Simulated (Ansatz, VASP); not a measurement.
**Sn in VASP and in Ansatz**

Contents of POSCAR:

```
Sn
1.0
    0.0000000000      3.2900657995      3.1584631675
    3.2900657995      0.0000000000      3.1584631675
    3.2900657995      3.2900657995      0.0000000000
Sn
2
Direct
    0.5000000000      0.5000000000      0.5000000000
    0.7500000000      0.7500000000      0.7500000000
```

The input INCAR.step1:

```
PREC = Accurate ; ENCUT = 520
ISMEAR = 0 ; SIGMA = 0.15
LREAL = F ; LASPH = T
NELM = 100 ; NBANDS = 21
GGA = PE ; ALGO = Normal
EDIFF = 1E-4 ; LWAVE = T
LCHARG = F
```

INCAR.step2

```
PREC = Accurate ; ENCUT = 520
EDIFF = 1E-6 ; ISMEAR = 0
SIGMA = 0.15 ; LREAL = F
LASPH = T ; NELM = 100
ALGO = Normal ; ISIF = 2
LWAVE = F ; LCHARG = T
METAGGA = R2SCAN ; LMIXTAU = T
LELF = T ; LVHAR = T
NBANDS = 21 ; ISTART = 1
```

File KPOINTS:

```
regular mesh
0
Gamma
  10 10 10
```

Input for Ansatz:

```yaml
crystal:
  lattice:
    - [0.0, 3.2900657995, 3.1584631675]
    - [3.2900657995, 0.0, 3.1584631675]
    - [3.2900657995, 3.2900657995, 0.0]
  atoms:
    - { symbol: Sn, position: [0.5, 0.5, 0.5] }
    - { symbol: Sn, position: [0.75, 0.75, 0.75] }
basis:
  ecutwfc: 500
kpoints:
  mp_grid: { grid: [10, 10, 10] }
hamiltonian:
  xc: r2scan
scf:
  occupations: { method: gaussian, width: 0.15 }
output:
  forces: true
  stress: true
  eigenvalues: true
```

Alike in both runs: task single point; functional r2SCAN; k mesh 10 × 10 × 10; occupations gaussian, width 0.15 eV; no spin polarisation.

|  | VASP | Ansatz |
| --- | --- | --- |
| version | VASP 6.6.1 | Ansatz 0.2.0 |
| potentials or method | VASP PAW PBE potentials, release 64 (Sn_d) | scalar-relativistic, plane waves, PAW |
| plane-wave cutoff (eV) | 520 | 500 |
| valence electrons in the cell | 28 | 28 |

```tsv
	VASP	Ansatz	Ansatz less VASP
gap on the k mesh at the Fermi level (eV)	0.20	0.21	+0.001
least direct gap on the mesh (eV)	0.28	0.28	0.000
pressure (GPa)	1.6	1.6	+0.04
largest component of the traceless stress (GPa)	0.90	0.90	+0.002
```

Caveats: the PAW data sets were made with another functional, which shifts forces and pressure a little (VASP); spin-orbit coupling is left out, which moves the levels of the heavy elements.
